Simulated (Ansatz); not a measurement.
Here is an Ansatz 0.2.0 calculation.

The input input.yaml:

```yaml
crystal:
  lattice:
    - [11.42, 0.0, 0.0]
    - [0.0, 4.19, 0.0]
    - [0.0, 0.0, 4.46]
  atoms:
    - { symbol: Sn, position: [0.877, 0.75, 0.909] }
    - { symbol: Sn, position: [0.623, 0.25, 0.409] }
    - { symbol: Sn, position: [0.377, 0.75, 0.591] }
    - { symbol: Sn, position: [0.123, 0.25, 0.091] }
    - { symbol: Se, position: [0.643, 0.75, 0.984] }
    - { symbol: Se, position: [0.857, 0.25, 0.484] }
    - { symbol: Se, position: [0.143, 0.75, 0.516] }
    - { symbol: Se, position: [0.357, 0.25, 0.016] }
hamiltonian:
  xc: rpbe
  pseudopotentials: { kind: paw }
kpoints:
  mp_grid: { grid: [3, 6, 6] }
  band_path:
    path:
      - [[0.0, 0.0, 0.0], [0.0, 0.5, 0.0], [0.0, 0.5, 0.5], [0.0, 0.0, 0.5], [0.0, 0.0, 0.0], [0.5, 0.0, 0.0], [0.5, 0.5, 0.0], [0.5, 0.5, 0.5], [0.5, 0.0, 0.5], [0.5, 0.0, 0.0]]
      - [[0.0, 0.0, 0.5], [0.5, 0.0, 0.5]]
      - [[0.5, 0.5, 0.0], [0.0, 0.5, 0.0]]
      - [[0.0, 0.5, 0.5], [0.5, 0.5, 0.5]]
    npoints: 10
scf:
  occupations: { method: fermi_dirac, width: 0.05 }
  n_extra_bands: 20
output:
  forces: true
  stress: true
  eigenvalues: true
  fatbands: false
```

Potentials or basis: Ansatz PAW.

The run is started by

```sh
$ ansatz run input.yaml --threads 4 --pin off --max-ram 11264MiB --backend cpu --events-out ev --progress --plain --runs-dir out
```

What does it give for the band gap on the k mesh?

0.58 eV, indirect (least direct gap 0.75 eV).

Estimate the largest force.

0.350 eV/Å.

Predict the pressure.

4.1 GPa.

Estimate the band gap along the path.

0.62 eV, indirect (least direct gap 0.76 eV).

Forces on the atoms (eV/Å):
```
Sn   0.350  0.000  0.007
Sn  -0.350  0.000  0.007
Sn   0.350  0.000 -0.007
Sn  -0.350  0.000 -0.007
Se  -0.279  0.000  0.010
Se   0.279  0.000  0.010
Se  -0.279  0.000 -0.010
Se   0.279  0.000 -0.010
```

Caveat: spin-orbit coupling is left out, which moves the levels of the heavy elements; the PAW data sets come from PBE, with cores solved anew for the run's functional, which leaves a small shift of forces and pressure.

The gap isn't set beside the measured one, since this odd mesh misses points on the zone boundary.
